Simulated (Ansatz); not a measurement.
Input, command and steps of an Ansatz relaxation.

```yaml
crystal:
  lattice:
    - [3.5339734486, 0.0, 0.0]
    - [-1.7669867243, 3.0605107827, 0.0]
    - [0.0, 0.0, 15.2338011992]
  atoms:
    - { symbol: Te, position: [0.3333333333, 0.6666666667, 0.6320701658] }
    - { symbol: Te, position: [0.6666666667, 0.3333333333, 0.1320701658] }
    - { symbol: Te, position: [0.6666666667, 0.3333333333, 0.3679298342] }
    - { symbol: Te, position: [0.3333333333, 0.6666666667, 0.8679298342] }
    - { symbol: Mo, position: [0.3333333333, 0.6666666667, 0.25] }
    - { symbol: Mo, position: [0.6666666667, 0.3333333333, 0.75] }
basis:
  ecutwfc: 420
kpoints:
  mp_grid: { grid: [12, 12, 2] }
hamiltonian:
  xc: pbe
scf:
  occupations: { method: gaussian, width: 0.02 }
output:
  forces: true
  stress: true
  eigenvalues: true
relax:
  adjacent_minimum: "off"
  f_tol: 0.008
  max_steps: 50
  cell: { stress_tol: 0.08, p_target: 2.0 }
```

```bash
ansatz run input.yaml --threads 1 --pin off --max-ram 2560MiB --backend cpu --events-out ev --progress --plain --runs-dir out
```

All numbers below come from DFT PBE, scalar-relativistic, plane waves, PAW in Ansatz.

Of 7 frames 7 are shown, positions in Å and forces in eV/Å; the SCF threshold varies from step to step. Steps run on the plane waves of an earlier cell, with a Pulay correction in the pressure. The basis is chosen afresh for the last frame, the zero of the energies, and at times for earlier ones too; energy and pressure step there, also at an unchanged geometry. The relaxation lowers the enthalpy F + PV at the target pressure, so the free energy itself can rise. The mark taken_back stands on steps that the optimiser undid.

```xyz
6
Lattice="3.5340 0.0000 0.0000 -1.7670 3.0605 0.0000 0.0000 0.0000 15.2338" Properties=species:S:1:pos:R:3:forces:R:3 pbc="T T T" step=1 free_energy_over_end_meV_per_atom=-9.53 pressure_GPa=1.71
Te    0.0000    2.0403    9.6288    0.0000    0.0000   -0.2713
Te    1.7670    1.0202    2.0119    0.0000    0.0000   -0.2713
Te    1.7670    1.0202    5.6050    0.0000    0.0000    0.2713
Te    0.0000    2.0403   13.2219    0.0000    0.0000    0.2713
Mo    0.0000    2.0403    3.8085    0.0000    0.0000    0.0000
Mo    1.7670    1.0202   11.4254    0.0000    0.0000    0.0000
6
Lattice="3.4425 0.0000 0.0000 -1.7212 2.9813 0.0000 0.0000 0.0000 14.5361" Properties=species:S:1:pos:R:3:forces:R:3 pbc="T T T" step=2 free_energy_over_end_meV_per_atom=27.09 pressure_GPa=1.26 taken_back
Te    0.0000    1.9875    9.0054    0.0000    0.0000    0.6146
Te    1.7212    0.9938    1.7373    0.0000    0.0000    0.6146
Te    1.7212    0.9938    5.5308    0.0000    0.0000   -0.6146
Te    0.0000    1.9875   12.7988    0.0000    0.0000   -0.6146
Mo    0.0000    1.9875    3.6340    0.0000    0.0000    0.0000
Mo    1.7212    0.9938   10.9021    0.0000    0.0000    0.0000
6
Lattice="3.5183 0.0000 0.0000 -1.7591 3.0469 0.0000 0.0000 0.0000 14.8776" Properties=species:S:1:pos:R:3:forces:R:3 pbc="T T T" step=3 free_energy_over_end_meV_per_atom=-8.89 pressure_GPa=1.30
Te    0.0000    2.0313    9.3385    0.0000    0.0000   -0.0260
Te    1.7591    1.0156    1.8997    0.0000    0.0000   -0.0260
Te    1.7591    1.0156    5.5391    0.0000    0.0000    0.0260
Te    0.0000    2.0313   12.9780    0.0000    0.0000    0.0260
Mo    0.0000    2.0313    3.7194    0.0000    0.0000    0.0000
Mo    1.7591    1.0156   11.1582    0.0000    0.0000    0.0000
6
Lattice="3.5228 0.0000 0.0000 -1.7614 3.0508 0.0000 0.0000 0.0000 14.4968" Properties=species:S:1:pos:R:3:forces:R:3 pbc="T T T" step=4 free_energy_over_end_meV_per_atom=-7.44 pressure_GPa=1.41
Te    0.0000    2.0339    9.0557    0.0000    0.0000   -0.0190
Te    1.7614    1.0169    1.8073    0.0000    0.0000   -0.0190
Te    1.7614    1.0169    5.4411    0.0000    0.0000    0.0190
Te    0.0000    2.0339   12.6895    0.0000    0.0000    0.0190
Mo    0.0000    2.0339    3.6242    0.0000    0.0000    0.0000
Mo    1.7614    1.0169   10.8726    0.0000    0.0000    0.0000
6
Lattice="3.5219 0.0000 0.0000 -1.7610 3.0501 0.0000 0.0000 0.0000 13.9400" Properties=species:S:1:pos:R:3:forces:R:3 pbc="T T T" step=5 free_energy_over_end_meV_per_atom=1.48 pressure_GPa=2.32
Te    0.0000    2.0334    8.6448    0.0000    0.0000   -0.0396
Te    1.7610    1.0167    1.6748    0.0000    0.0000   -0.0396
Te    1.7610    1.0167    5.2952    0.0000    0.0000    0.0396
Te    0.0000    2.0334   12.2652    0.0000    0.0000    0.0396
Mo    0.0000    2.0334    3.4850    0.0000    0.0000    0.0000
Mo    1.7610    1.0167   10.4550    0.0000    0.0000    0.0000
6
Lattice="3.5224 0.0000 0.0000 -1.7612 3.0505 0.0000 0.0000 0.0000 14.0146" Properties=species:S:1:pos:R:3:forces:R:3 pbc="T T T" step=6 free_energy_over_end_meV_per_atom=-0.40 pressure_GPa=1.99
Te    0.0000    2.0337    8.6969    0.0000    0.0000    0.0019
Te    1.7612    1.0168    1.6896    0.0000    0.0000    0.0019
Te    1.7612    1.0168    5.3177    0.0000    0.0000   -0.0019
Te    0.0000    2.0337   12.3250    0.0000    0.0000   -0.0019
Mo    0.0000    2.0337    3.5037    0.0000    0.0000    0.0000
Mo    1.7612    1.0168   10.5110    0.0000    0.0000    0.0000
6
Lattice="3.5224 0.0000 0.0000 -1.7612 3.0505 0.0000 0.0000 0.0000 14.0146" Properties=species:S:1:pos:R:3:forces:R:3 pbc="T T T" step=7 free_energy_over_end_meV_per_atom=0.00 pressure_GPa=1.99
Te    0.0000    2.0337    8.6969    0.0000    0.0000    0.0018
Te    1.7612    1.0168    1.6896    0.0000    0.0000    0.0018
Te    1.7612    1.0168    5.3177    0.0000    0.0000   -0.0018
Te    0.0000    2.0337   12.3250    0.0000    0.0000   -0.0018
Mo    0.0000    2.0337    3.5037    0.0000    0.0000    0.0000
Mo    1.7612    1.0168   10.5110    0.0000    0.0000    0.0000
```

The run took 120 s on 1 thread of Arm Neoverse V2 (shared host), peak memory 0.56 GiB.

The cell holds layers, and where no dispersion correction was added their binding is poorly described.